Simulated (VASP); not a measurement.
# KCl (Sylvite) (Fm-3m) in VASP: further runs

KCl (Sylvite) is run at these levels: LDA, PBEsol; tasks: single point.

All numbers are computed with VASP 6.6.1; they aren't measurements. Logs are shortened: lines on timing, memory, paths and dates and some standing lists are left out, and cuts for length are marked.

**Experimental background.**

From a printed reference work, monograph, for a bulk crystal of KCl: band gap 8.68 eV.

How close the calculation comes is told below.

## Step 1: The cell of the first run

Symmetry: Fm-3m, No. 225, cubic system. The conventional cell has a = 6.293 Å, b = 6.293 Å, c = 6.293 Å, α = 90.00°, β = 90.00°, γ = 90.00°. K (site symmetry m-3m) has 6 Cl at 3.15 Å within 4.1 Å. Within 4.1 Å of Cl (site symmetry m-3m) lie 6 K at 3.15 Å.

## Step 2: Single point, LDA

The input, INCAR:

```
SYSTEM = KCl
  ALGO = Normal
  EDIFF = 1E-6
  ENCUT = 520
  GGA = CA
  ISIF = 2
  ISMEAR = -1
  LASPH = .True.
  LCHARG = .False.
  LREAL = .False.
  LWAVE = .False.
  NBANDS = 15
  NELM = 100
  PREC = Accurate
  SIGMA = 0.05
```

The input, KPOINTS:

```
k-points
0
Gamma
  7 7 7
  0 0 0
```

The input, POSCAR:

```
KCl
1.0
    0.0000000000      3.1464700000      3.1464700000
    3.1464700000      0.0000000000      3.1464700000
    3.1464700000      3.1464700000      0.0000000000
K Cl
1 1
Direct
    0.0000000000      0.0000000000      0.0000000000
    0.5000000000      0.5000000000      0.5000000000
```

Potentials or basis: VASP PAW LDA potentials, release 64 (K_sv, Cl).

Launch:

```
$ cat potpaw_LDA.64/K_sv/POTCAR potpaw_LDA.64/Cl/POTCAR > POTCAR
$ mpirun -np 1 vasp_std > vasp.out
```

OUTCAR:

```text
SYSTEM = KCl
   EDIFF = 1E-6
   ENCUT = 520
   GGA = CA
   ISIF = 2
   ISMEAR = -1
   LASPH = .True.
   LREAL = .False.
   NELM = 100
   PREC = Accurate

 ion  position               nearest neighbor table
   1  0.000  0.000  0.000-   2 3.15   2 3.15   2 3.15   2 3.15   2 3.15   2 3.15
   2  0.500  0.500  0.500-   1 3.15   1 3.15   1 3.15   1 3.15   1 3.15   1 3.15

  LATTYP: Found a face centered cubic cell.
 ALAT       =     6.2929400000

  Lattice vectors:

 A1 = (   0.0000000000,   3.1464700000,   3.1464700000)
 A2 = (   3.1464700000,   0.0000000000,   3.1464700000)
 A3 = (   3.1464700000,   3.1464700000,   0.0000000000)

Analysis of symmetry for initial positions (statically):
=====================================================================
 Subroutine PRICEL returns:
 Original cell was already a primitive cell.

 Routine SETGRP: Setting up the symmetry group for a
 face centered cubic supercell.

 Subroutine GETGRP returns: Found 48 space group operations
 (whereof 48 operations were pure point group operations)
 out of a pool of 48 trial point group operations.

The static configuration has the point symmetry O_h .

Analysis of symmetry for dynamics (positions and initial velocities):
=====================================================================
 Subroutine PRICEL returns:
 Original cell was already a primitive cell.

 Routine SETGRP: Setting up the symmetry group for a
 face centered cubic supercell.

 Subroutine GETGRP returns: Found 48 space group operations
 (whereof 48 operations were pure point group operations)
 out of a pool of 48 trial point group operations.

The dynamic configuration has the point symmetry O_h .

 Subroutine INISYM returns: Found 48 space group operations
 (whereof 48 operations are pure point group operations),
 and found     1 'primitive' translations

----------------------------------------------------------------------------------------

                                     Primitive cell

  volume of cell :      62.3018

  direct lattice vectors                    reciprocal lattice vectors
     0.000000000  3.146470000  3.146470000    -0.158908237  0.158908237  0.158908237
     3.146470000  0.000000000  3.146470000     0.158908237 -0.158908237  0.158908237
     3.146470000  3.146470000  0.000000000     0.158908237  0.158908237 -0.158908237

  length of vectors
     4.449780548  4.449780548  4.449780548     0.275237140  0.275237140  0.275237140

  position of ions in fractional coordinates (direct lattice)
[... 8 lines left out ...]
----------------------------------------------------------------------------------------

 KPOINTS: k-points

Automatic generation of k-mesh.
 Grid dimensions read from file:
 generate k-points for:    7    7    7

 Generating k-lattice:

  Cartesian coordinates                     Fractional coordinates (reciprocal lattice)
    -0.022701177  0.022701177  0.022701177     0.142857143  0.000000000  0.000000000
     0.022701177 -0.022701177  0.022701177     0.000000000  0.142857143  0.000000000
     0.022701177  0.022701177 -0.022701177     0.000000000  0.000000000  0.142857143

  Length of vectors
     0.039319591  0.039319591  0.039319591

  Shift w.r.t. Gamma in fractional coordinates (k-lattice)
     0.000000000  0.000000000  0.000000000

 Subroutine IBZKPT returns following result:
 ===========================================

 Found     20 irreducible k-points:

 Following reciprocal coordinates:
            Coordinates               Weight
  0.000000  0.000000  0.000000      1.000000
  0.142857  0.000000  0.000000      8.000000
  0.285714  0.000000  0.000000      8.000000
  0.428571  0.000000  0.000000      8.000000
  0.142857  0.142857  0.000000      6.000000
  0.285714  0.142857  0.000000     24.000000
[... 12 lines left out ...]
 -0.428571  0.428571  0.142857     24.000000
 -0.285714  0.428571  0.142857     24.000000
   k-points           NKPTS =     20   k-points in BZ     NKDIM =     20   number of bands    NBANDS=     15
   number of dos      NEDOS =    301   number of ions     NIONS =      2
   total plane-waves  NPLWV =  46656
   dimension x,y,z NGX =    36 NGY =   36 NGZ =   36
   dimension x,y,z NGXF=    72 NGYF=   72 NGZF=   72
   ions per type =               1   1
   NGX,Y,Z   is equivalent  to a cutoff of  13.45, 13.45, 13.45 a.u.
   NGXF,Y,Z  is equivalent  to a cutoff of  26.90, 26.90, 26.90 a.u.
 SYSTEM =  KCl
   PREC   = accura    normal or accurate (medium, high low for compatibility)
   ISTART =      0    job   : 0-new  1-cont  2-samecut
   ICHARG =      2    charge: 1-file 2-atom 10-const
   ISPIN  =      1    spin polarized calculation?
   LNONCOLLINEAR =      F non collinear calculations
   LSORBIT =      F    spin-orbit coupling
   LASPH  =      T    aspherical Exc in radial PAW
   ENCUT  =  520.0 eV  38.22 Ry    6.18 a.u.   8.27  8.27  8.27*2*pi/ulx,y,z
   NELM   =    100;   NELMIN=  2; NELMDL= -5     # of ELM steps
[... 58 lines left out ...]
      2     -14.1090      2.00000
      3     -12.6128      2.00000
      4     -12.6128      2.00000
      5     -12.6128      2.00000
      6      -2.0830      2.00000
      7      -2.0830      2.00000
      8      -2.0830      2.00000
      9       2.6642      0.00000
     10       6.0019      0.00000
     11       6.0019      0.00000
     12       6.0019      0.00000
     13       6.9351      0.00000
     14       6.9351      0.00000
     15      10.3890      0.00000

 k-point     2 :       0.1429    0.0000    0.0000
  band No.  band energies     occupation
      1     -28.9126      2.00000
      2     -14.1497      2.00000
      3     -12.6148      2.00000
      4     -12.6148      2.00000
      5     -12.5618      2.00000
      6      -2.3477      2.00000
      7      -2.1523      2.00000
      8      -2.1523      2.00000
      9       3.1616      0.00000
     10       5.8381      0.00000
     11       6.2603      0.00000
     12       6.2603      0.00000
     13       7.2145      0.00000
     14       7.2145      0.00000
     15      11.1688      0.00000

 k-point     3 :       0.2857    0.0000    0.0000
  band No.  band energies     occupation
      1     -28.9076      2.00000
      2     -14.2332      2.00000
      3     -12.6192      2.00000
      4     -12.6192      2.00000
      5     -12.4548      2.00000
      6      -2.8392      2.00000
      7      -2.3005      2.00000
      8      -2.3005      2.00000
      9       4.2289      0.00000
     10       5.7692      0.00000
     11       6.9819      0.00000
     12       6.9819      0.00000
     13       7.9564      0.00000
     14       7.9564      0.00000
     15      10.9325      0.00000

 k-point     4 :       0.4286    0.0000    0.0000
  band No.  band energies     occupation
      1     -28.9036      2.00000
      2     -14.2937      2.00000
      3     -12.6228      2.00000
      4     -12.6228      2.00000
      5     -12.3749      2.00000
      6      -3.1700      2.00000
      7      -2.4128      2.00000
      8      -2.4128      2.00000
      9       5.0044      0.00000
     10       6.0818      0.00000
     11       7.9482      0.00000
     12       7.9482      0.00000
     13       8.8115      0.00000
     14       8.8115      0.00000
     15       9.9097      0.00000
[... 235 lines left out ...]
 k-point    18 :      -0.4286    0.2857    0.1429
  band No.  band energies     occupation
      1     -28.9012      2.00000
      2     -14.1882      2.00000
      3     -12.6828      2.00000
      4     -12.6548      2.00000
      5     -12.4777      2.00000
      6      -2.9266      2.00000
      7      -2.5015      2.00000
      8      -2.4315      2.00000
      9       5.3414      0.00000
     10       5.7435      0.00000
     11       7.4353      0.00000
     12       7.9873      0.00000
     13       8.5468      0.00000
     14       9.0784      0.00000
     15       9.6072      0.00000

 k-point    19 :      -0.4286    0.4286    0.1429
  band No.  band energies     occupation
      1     -28.9001      2.00000
      2     -14.0908      2.00000
      3     -12.7220      2.00000
      4     -12.6885      2.00000
      5     -12.5686      2.00000
      6      -2.7712      2.00000
      7      -2.4630      2.00000
      8      -2.4205      2.00000
      9       4.6896      0.00000
     10       6.0452      0.00000
     11       7.1148      0.00000
     12       8.1270      0.00000
     13       8.4300      0.00000
     14       9.2116      0.00000
     15       9.6884      0.00000

 k-point    20 :      -0.2857    0.4286    0.1429
  band No.  band energies     occupation
      1     -28.8997      2.00000
      2     -14.1195      2.00000
      3     -12.7281      2.00000
      4     -12.6887      2.00000
      5     -12.5191      2.00000
      6      -2.7047      2.00000
      7      -2.6216      2.00000
      8      -2.4694      2.00000
      9       5.2918      0.00000
     10       5.9955      0.00000
     11       7.1005      0.00000
     12       7.5548      0.00000
     13       9.0874      0.00000
     14       9.1886      0.00000
     15       9.9770      0.00000

------------------------ aborting loop because EDIFF is reached ----------------------------------------

  FORCE on cell =-STRESS in cart. coord.  units (eV):
  Direction    XX          YY          ZZ          XY          YZ          ZX
  --------------------------------------------------------------------------------------
  -------------------------------------------------------------------------------------
  Total       -0.7487523     -0.7487523     -0.7487523      0.0000000      0.0000000     -0.0000000
  in kB      -19.2551978    -19.2551978    -19.2551978      0.0000000      0.0000000     -0.0000000
  external PRESSURE =     -19.2551978 kB  Pullay stress =       0.0000000 kB

 VOLUME and BASIS-vectors are now :
 -----------------------------------------------------------------------------
  energy-cutoff  :      520.00
  volume of cell :       62.30
      direct lattice vectors                 reciprocal lattice vectors
     0.000000000  3.146470000  3.146470000    -0.158908237  0.158908237  0.158908237
     3.146470000  0.000000000  3.146470000     0.158908237 -0.158908237  0.158908237
     3.146470000  3.146470000  0.000000000     0.158908237  0.158908237 -0.158908237

 POSITION                                       TOTAL-FORCE (eV/Angst)
 -----------------------------------------------------------------------------------
      0.00000      0.00000      0.00000         0.000000     -0.000000      0.000000
      3.14647      3.14647      3.14647        -0.000000      0.000000     -0.000000
 -----------------------------------------------------------------------------------
    total drift:                                0.000000      0.000000      0.000000

  FREE ENERGIE OF THE ION-ELECTRON SYSTEM (eV)
  ---------------------------------------------------
  free  energy   TOTEN  =        -7.3698079089 eV

  energy  without entropy=       -7.3698079089  energy(sigma->0) =       -7.36980791
```

Wall time 31 s (1 thread of AMD EPYC 7R13, shared host); peak memory 0.14 GiB.

What came out:

```yaml
Free_energy: -7.3698 eV
Pressure: -1.9 GPa
Band_gap_on_the_k_mesh: 4.75 eV, direct
```

Levels at points of the mesh, in eV from the valence-band top:
```
           k point  band 4  band 5  band 6  band 7  band 8  band 9  band 10  band 11  band 12  band 13
(0.00, 0.00, 0.00)  -10.53  -10.53    0.00    0.00    0.00    4.75     8.08     8.08     8.08     9.02
```

A k mesh can miss the band edges. Expect the measured gap to be larger: semilocal functionals such as LDA lack the derivative discontinuity.

## Step 3: Single point, LDA (volume scaled by 1.02)

The input, INCAR:

```
PREC     = Accurate       # precision mode
ENCUT    = 520            # plane-wave cutoff, eV
EDIFF    = 1E-7           # SCF threshold, eV
ISMEAR   = -1             # smearing method
SIGMA    = 0.05           # smearing width, eV
LREAL    = False          # projectors in reciprocal space
LASPH    = True           # aspherical terms in the spheres
NELM     = 80             # most SCF steps
ALGO     = Normal         # electronic algorithm
ISIF     = 2              # what is computed and relaxed
LWAVE    = False          # write WAVECAR
LCHARG   = True           # write CHGCAR
GGA      = CA             # functional
LELF     = True           # ELF
LVHAR    = True         
NBANDS   = 15             # bands
```

The input, KPOINTS:

```
Automatic mesh
0
Gamma
  7 7 7
```

The input, POSCAR:

```
KCl
1.0
    0.0000000000      3.1673081569      3.1673081569
    3.1673081569      0.0000000000      3.1673081569
    3.1673081569      3.1673081569      0.0000000000
K Cl
1 1
Direct
    0.0000000000      0.0000000000      0.0000000000
    0.5000000000      0.5000000000      0.5000000000
```

Potentials or basis: VASP PAW LDA potentials, release 64 (K_sv, Cl).

Launch:

```
$ cat potpaw_LDA.64/K_sv/POTCAR potpaw_LDA.64/Cl/POTCAR > POTCAR
$ mpirun -np 1 vasp_std > vasp.out
```

Wall time 37 s (1 thread of AMD EPYC 7R13, shared host); peak memory 0.15 GiB.

The run converged. Its results:

```
Free energy            : -7.3542 eV
Pressure               : -2.2 GPa
Band gap on the k mesh : 4.68 eV, direct
```

Levels at points of the mesh, in eV from the valence-band top:
```
           k point  band 6  band 7  band 8  band 9  band 10  band 11
(0.00, 0.00, 0.00)    0.00    0.00    0.00    4.68     8.08     8.08
```

 A k mesh can miss the band edges.

## Step 4: Single point, PBEsol (volume scaled by 1.04)

The input, INCAR:

```
SYSTEM = KCl
PREC     = Accurate       ! precision mode
ENCUT    = 520            ! plane-wave cutoff, eV
EDIFF    = 1E-7           ! SCF threshold, eV
ISMEAR   = -1             ! smearing method
SIGMA    = 0.05           ! smearing width, eV
LREAL    = .FALSE.        ! projectors in reciprocal space
LASPH    = .TRUE.         ! aspherical terms in the spheres
NELM     = 100            ! most SCF steps
ALGO     = Normal         ! electronic algorithm
ISIF     = 2              ! what is computed and relaxed
LWAVE    = .FALSE.        ! write WAVECAR
LCHARG   = .FALSE.        ! write CHGCAR
GGA      = PS             ! functional
NBANDS   = 15             ! bands
```

The input, KPOINTS:

```
Automatic mesh
0
G
  7 7 7
  0 0 0
```

The input, POSCAR:

```
KCl
1.0
    0.0000000000      3.1878756693      3.1878756693
    3.1878756693      0.0000000000      3.1878756693
    3.1878756693      3.1878756693      0.0000000000
K Cl
1 1
Direct
    0.0000000000      0.0000000000      0.0000000000
    0.5000000000      0.5000000000      0.5000000000
```

Potentials or basis: VASP PAW PBE potentials, release 64 (K_sv, Cl).

Launch:

```
$ cat potpaw_PBE.64/K_sv/POTCAR potpaw_PBE.64/Cl/POTCAR > POTCAR
$ mpirun -np 1 vasp_std > vasp.out
```

Run time: 32 s. Hardware: 1 thread of AMD EPYC 7R13, shared host; peak memory 0.17 GiB.

It converged, with:

```
Free energy            : -7.0121 eV
Pressure               : -1.0 GPa
Band gap on the k mesh : 4.90 eV, direct
```

Levels at points of the mesh, in eV from the valence-band top:
| k point | band 6 | band 7 | band 8 | band 9 | band 10 | band 11 |
| --- | --- | --- | --- | --- | --- | --- |
| (0.00, 0.00, 0.00) | 0.00 | 0.00 | 0.00 | 4.90 | 8.28 | 8.28 |

Caveat: the PAW data sets were made with another functional, which shifts forces and pressure a little. A k mesh can miss the band edges.

## Step 5: Single point, LDA (volume scaled by 1.06)

The input, INCAR:

```
PREC = Accurate
ENCUT = 520
EDIFF = 1E-6
ISMEAR = -1
SIGMA = 0.05
LREAL = False
LASPH = True
NELM = 100
ALGO = Normal
ISIF = 2
LWAVE = False
LCHARG = False
GGA = CA
NBANDS = 15
```

The input, KPOINTS:

```
Automatic mesh
0
Gamma
  7 7 7
```

The input, POSCAR:

```
KCl
1.0
    0.0000000000      3.2081811574      3.2081811574
    3.2081811574      0.0000000000      3.2081811574
    3.2081811574      3.2081811574      0.0000000000
K Cl
1 1
Direct
    0.0000000000      0.0000000000      0.0000000000
    0.5000000000      0.5000000000      0.5000000000
```

Potentials or basis: VASP PAW LDA potentials, release 64 (K_sv, Cl).

Launch:

```
$ cat potpaw_LDA.64/K_sv/POTCAR potpaw_LDA.64/Cl/POTCAR > POTCAR
$ mpirun -np 1 vasp_std > vasp.out
```

Wall time 31 s (1 thread of AMD EPYC 7R13, shared host); peak memory 0.15 GiB.

The run converged. Its results:

* Free energy: -7.3174 eV
* Pressure: -2.6 GPa
* Band gap on the k mesh: 4.56 eV, direct

Levels at points of the mesh, in eV from the valence-band top:
```
           k point  band 6  band 7  band 8  band 9  band 10  band 11
(0.00, 0.00, 0.00)    0.00    0.00    0.00    4.56     8.05     8.05
```

 A k mesh can miss the band edges.

## Step 6: Single point, PBEsol

The input, INCAR:

```
SYSTEM = KCl
  PREC = Accurate
  ENCUT = 520
  EDIFF = 1E-6
  ISMEAR = 0
  SIGMA = 0.1
  LREAL = .False.
  LASPH = .True.
  NELM = 60
  ALGO = Normal
  ISIF = 2
  LWAVE = .False.
  LCHARG = .True.
  GGA = PS
  LELF = .True.
  LVHAR = .True.
  NBANDS = 15
```

The input, KPOINTS:

```
regular mesh
0
Gamma
  7 7 7
  0 0 0
```

The input, POSCAR:

```
KCl
1.0
    0.0000000000      3.1464700000      3.1464700000
    3.1464700000      0.0000000000      3.1464700000
    3.1464700000      3.1464700000      0.0000000000
K Cl
1 1
Direct
    0.0000000000      0.0000000000      0.0000000000
    0.5000000000      0.5000000000      0.5000000000
```

Potentials or basis: VASP PAW PBE potentials, release 64 (K_sv, Cl).

Launch:

```
$ cat potpaw_PBE.64/K_sv/POTCAR potpaw_PBE.64/Cl/POTCAR > POTCAR
$ mpirun -np 1 vasp_std > vasp.out
```

Run time: 39 s. Hardware: 1 thread of AMD EPYC 7R43 (Zen 3), shared host; peak memory 0.17 GiB.

Results (log left out):

```yaml
Free_energy: -7.0221 eV
Pressure: -0.4 GPa
Band_gap_on_the_k_mesh: 5.02 eV, direct
```

Levels at points of the mesh, in eV from the valence-band top:
| k point | band 4 | band 5 | band 6 | band 7 | band 8 | band 9 | band 10 | band 11 | band 12 | band 13 |
| --- | --- | --- | --- | --- | --- | --- | --- | --- | --- | --- |
| (0.00, 0.00, 0.00) | -10.57 | -10.57 | 0.00 | 0.00 | 0.00 | 5.02 | 8.29 | 8.29 | 8.29 | 9.18 |

Caveat: the PAW data sets were made with another functional, which shifts forces and pressure a little.

## Step 7: Summary

| level | potentials or basis | cell | smearing | gap on the mesh (eV) | pressure (GPa) |
| --- | --- | --- | --- | --- | --- |
| LDA | VASP PAW LDA potentials, release 64 (K_sv, Cl) | a = 4.450 Å, angles 60.0°, 2 atoms | fermi-dirac 0.05 eV | 4.75 | -1.9 |
| LDA | VASP PAW LDA potentials, release 64 (K_sv, Cl) | a = 4.479 Å, angles 60.0°, 2 atoms | fermi-dirac 0.05 eV | 4.68 | -2.2 |
| PBEsol | VASP PAW PBE potentials, release 64 (K_sv, Cl) | a = 4.508 Å, angles 60.0°, 2 atoms | fermi-dirac 0.05 eV | 4.90 | -1.0 |
| LDA | VASP PAW LDA potentials, release 64 (K_sv, Cl) | a = 4.537 Å, angles 60.0°, 2 atoms | fermi-dirac 0.05 eV | 4.56 | -2.6 |
| PBEsol | VASP PAW PBE potentials, release 64 (K_sv, Cl) | a = 4.450 Å, angles 60.0°, 2 atoms | gaussian 0.1 eV | 5.02 | -0.4 |

Alike in all rows: task single point; no spin polarisation; k mesh 7 × 7 × 7; cutoff (eV) 520.

Caveats: the PAW data sets were made with another functional, which shifts forces and pressure a little (some runs).

Total energies depend on the potentials used, so only differences within one code and one set of settings carry meaning.

## Step 8: How close it comes

Step 6. Against the measured gap of KCl, 8.68 eV (a printed reference work, monograph), the calculated 5.02 eV is off by -3.66 eV. The value is that of PBEsol on a finite k mesh, which can miss the band edges, without temperature or zero-point motion. Semilocal functionals fall short of measured gaps as a rule.
